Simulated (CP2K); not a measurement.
# CuO: equation of state with PBE

The system is CuO.

```
Cu O
1.0
     2.55255    0.00000    0.00000
     0.00000    2.55255    0.00000
     0.00000    0.00000    2.55255
Cu O
1 1
Cartesian
  0.0000 0.0000 0.0000
  1.2763 1.2763 1.2763
```

Measurements of this composition are mostly on another form, of space group No. 15.

```yaml
Program: CP2K 2026.2
Task: equation of state
Functional: PBE
Potentials_or_basis: POTENTIAL_UZH Cu GTH-PBE-q11, O GTH-PBE-q6; TZVP-MOLOPT-PBE-GTH basis
Density_cutoff: 8163 eV
k_mesh: 10 × 10 × 10
Occupations: fermi-dirac, width 0.05 eV
Spin: no spin polarisation
SCF_solver: diagonalisation with k points
Quickstep_method: GPW
EPS_DEFAULT: 1.0E-10
EPS_SCF: 1.0E-6
MAX_SCF: 100
SCF_GUESS: ATOMIC
k_points_reduced_by_the_point_group: yes
Mesh_centred_on_Gamma: yes
CHOLESKY: OFF
EPS_EIGVAL: 1.0E-7
MIXING_METHOD: BROYDEN_MIXING
MIXING_ALPHA: 0.4
NBUFFER: 8
NGRIDS: 4
Basis_sets: Cu TZVP-MOLOPT-PBE-GTH-q11, O TZVP-MOLOPT-PBE-GTH-q6
Potentials: Cu GTH-PBE-q11 of POTENTIAL_UZH, O GTH-PBE-q6 of POTENTIAL_UZH
ADDED_MOS: "[13]"
REL_CUTOFF_Ry: 60 Ry
MIXING_BETA_1/bohr: 1.5 1/bohr
CUTOFF_of_the_grids: 600 Ry
```

```yaml
Equilibrium_volume: "9.26 Å³/atom (rough: see the caveat)"
Bulk_modulus: 173 GPa (rough)
```

Energy against volume, from the lowest point:
| volume (Å³/atom) | energy (meV/atom) |
| --- | --- |
| 7.817 | 154.86 |
| 7.983 | 113.36 |
| 8.149 | 79.02 |
| 8.316 | 51.13 |
| 8.482 | 29.03 |
| 8.648 | 12.16 |
| 8.815 | 0.00 |

All runs of the series together: 12 min on 2 threads of Arm Neoverse V2, on a shared host.

Caveat: the minimum lies outside the volumes run; the basis of atomic orbitals isn't converged, which shifts pressures, moduli and gaps; the run has no spin polarisation, though such a crystal can be magnetic.
